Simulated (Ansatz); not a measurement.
Runs of Ansatz 0.2.0 on SnTe. Symmetry: Pm-3m, No. 221, cubic system. Conventional cell: a = 3.905 Å, b = 3.905 Å, c = 3.905 Å, α = 90.00°, β = 90.00°, γ = 90.00°. Around Te (site symmetry m-3m) lie 8 Sn at 3.38 Å. Around Sn (site symmetry m-3m) lie 8 Te at 3.38 Å. Measurements of this composition are mostly on another form, of space group No. 225.

```csv
task,level,spin,cell,k mesh,points for each segment of the path,gap on the mesh (eV),pressure (GPa)
band structure,PBEsol,"SOC, no magnetisation",as given,5 × 5 × 5,14,none,-3.1
relaxation of cell and atoms,RPBE,off,relaxed,7 × 7 × 7,-,none,0.0
band structure,revPBE,off,as given,7 × 7 × 7,14,none,(a)
band structure,RPBE,off,as given,7 × 7 × 7,14,none,0.3
```

Alike in all rows: potentials or basis Ansatz PAW; cutoff (eV) 420; smearing fermi-dirac 0.05 eV.

Q: Estimate the missing entries.

A: (a) -0.1.

Caveats: the PAW data sets come from PBE, with cores solved anew for the run's functional, which leaves a small shift of forces and pressure; spin-orbit coupling is left out, which moves the levels of the heavy elements (some runs); the plane-wave basis is chosen anew once the cell has moved, so the energies of steps on either side of that aren't comparable (some runs).

A k mesh can miss the band edges, and rows without SOC leave out spin-orbit coupling on Sn, Te.

A gap of «none» marks a metal or a gap under the smearing width.
